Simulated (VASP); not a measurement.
Crystal: AlN.

```
Al N
1.0
     2.58546    0.00000    0.00000
     0.00000    2.58546    0.00000
     0.00000    0.00000    2.58546
Al N
1 1
Cartesian
  0.0000 0.0000 0.0000
  1.2927 1.2927 1.2927
```

The cell was built by a generator and needn't be a form met in nature.

Base run:

```yaml
Program: VASP 6.6.1
Functional: PBE
Potentials_or_basis: VASP PAW PBE potentials, release 64 (Al, N)
Cutoff: 520 eV
k_mesh: 10 × 10 × 10
Occupations: fermi-dirac, width 0.02 eV
Spin: no spin polarisation
```

Its results: band gap on the k mesh none (metal or under the smearing width); pressure 6.4 GPa.

Question: The run is repeated on the same cell with these changes: functional from PBE to r2SCAN; further incar settings from ALGO = Normal; EDIFF = 1e-07; NBANDS = 11 to ALGO = Normal; EDIFF = 1e-06; NBANDS = 11. What comes out?

Answer: Band gap on the k mesh none (metal or under the smearing width); pressure -0.4 GPa.

Caveats: the PAW data sets were made with another functional, which shifts forces and pressure a little (some runs).
